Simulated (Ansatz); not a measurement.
**Li: energy and pressure over a range of volumes**

An exercise on one series of results from a longer session: the logs are not shown, and one member is left open.

This is Li in the hcp structure; at room conditions it is bcc.

Computed with Ansatz 0.2.0 (DFT PBE, scalar-relativistic, unless a step's input says otherwise).

**The starting structure**

Symmetry: P6_3/mmc, No. 194, hexagonal system. The conventional cell has a = 3.111 Å, b = 3.111 Å, c = 5.093 Å, α = 90.00°, β = 90.00°, γ = 120.00°. Li (site symmetry -6m2) is surrounded by 12 Li at 3.11 to 3.12 Å.

Structure file:

```
CELL_PARAMETERS angstrom
3.11100 0.00000 0.00000
-1.55550 2.69421 0.00000
0.00000 0.00000 5.09300
ATOMIC_POSITIONS crystal
Li 0.33333 0.66667 0.25000
Li 0.66667 0.33333 0.75000
```

The cell is a measured one (Crystallography Open Database entry 9011003); the temperature and pressure of the measurement aren't taken into account, and nothing was relaxed.

Atoms are numbered in the order of the input: Li1, Li2.

The first run:

File input.yaml:

```yaml
crystal:
  lattice:
    - [3.048034732, 0.0, 0.0]
    - [-1.524017366, 2.6396755095, 0.0]
    - [0.0, 0.0, 4.989916475]
  atoms:
    - { symbol: Li, position: [0.3333333333, 0.6666666667, 0.25] }
    - { symbol: Li, position: [0.6666666667, 0.3333333333, 0.75] }
kpoints:
  mp_grid: { grid: [15, 15, 8] }
scf:
  occupations: { method: fermi_dirac, width: 0.08 }
hamiltonian:
  xc: pbe
  pseudopotentials: { kind: all_electron, lapw: { basis_error: 0.0005 } }
output:
  forces: true
  stress: true
  eigenvalues: true
```

Steps of the session up to this table: Volume × 0.9405, LAPW; Volume × 0.9405, PAW; Volume × 0.9405, crystal datasets; Volume × 0.97, LAPW; Volume × 0.97, PAW; Volume × 1.03, LAPW; Volume × 1.03, PAW; Volume × 1.06, LAPW; Volume × 1.06, PAW; Volume × 1.06, crystal datasets.

One table of the session follows, with a row left open; its other results are not shown here.

| method | volume (Å³/atom) | pressure (GPa) |
| --- | --- | --- |
| LAPW | 20.074 | 0.12 |
| LAPW | 20.704 | -0.30 |
| LAPW | 21.344 | -0.67 |
| LAPW | 21.984 | -0.99 |
| LAPW | 22.625 | -1.27 |
| PAW | 20.074 | 0.11 |
| PAW | 20.704 | -0.30 |
| PAW | 21.344 | -0.67 |
| PAW | 21.984 | -1.00 |
| PAW | 22.625 | ? |
| crystal datasets | 20.074 | 0.12 |
| crystal datasets | 21.344 | -0.67 |
| crystal datasets | 22.625 | -1.27 |

**Question.** Estimate the row for PAW, 22.625.

The run gave: pressure (GPa): -1.28. In the column «pressure (GPa)» it is the lowest.

Limits of these values: Shape and positions are held, so a fully relaxed modulus can be lower. Warnings in the runs' records: crystal datasets made.
